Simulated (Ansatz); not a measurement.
Calculated field gradients at the nuclei for TaN under strain

The cell is a structure deposited in the COD, relaxed with PBE at fixed cell and then changed (z compressed by 2 %, ions relaxed).

```yaml
crystal:
  lattice:
    - [2.93800, 0.00000, 0.00000]
    - [-1.46900, 2.54438, 0.00000]
    - [0.00000, 0.00000, 2.82534]
  atoms:
    - { symbol: Ta, position: [0.33333, 0.66667, 0.50000] }
    - { symbol: N, position: [0.00000, 0.00000, 0.00000] }
```

Atoms are numbered from 1 in the order listed; like atoms form one site, named after its first atom.

The numbers come from a DFT calculation in Ansatz (PBE, plane waves and PAW, scalar-relativistic, collinear spin, 420 eV cutoff, Γ-centred 18×18×16 k-points, Fermi–Dirac smearing 0.05 eV). Start moments as typed (μB): 2 on each Ta, none on the rest.

Conventions: |V_zz| ≥ |V_yy| ≥ |V_xx|, η = (V_xx − V_yy)/V_zz, C_Q = eQV_zz/h.

¹⁸¹Ta: I = 7/2, Q = 3170 mb; ¹⁴N: I = 1, Q = 20.44 mb. Q values from Pyykkö, Mol. Phys. 116, 1328 (2018).

| site | atoms (order as listed) | first shell | V_xx, V_yy, V_zz (10²¹ V/m²) | η | C_Q (MHz) |
| --- | --- | --- | --- | --- | --- |
| Ta | 1 | 6 N at 2.21 Å | -1.74, -1.74, 3.49 | 0.00 | 267 |
| N | 2 | 6 Ta at 2.21 Å | 0.14, 0.14, -0.28 | 0.00 | -0.140 |

An axis of threefold or higher order runs through Ta and N, so V_zz lies along it and η is zero.

With no gap above 0.1 eV, as in a metal, the gradients converge slowly in k; expect changes of a tenth or more on a denser mesh. Without spin–orbit coupling the gradients at and beside Ta can be off by some per cent, at some sites by more. With these PAW files V_zz is typically within 2 to 3 % of all-electron values, but misses above 10 % occur on Ta. Semilocal functionals make gaps too small and can close them, so the real compound need not be a metal. At this changed cell the PBE pressure is 13 GPa. The start moments die out, and the run ends without spin.
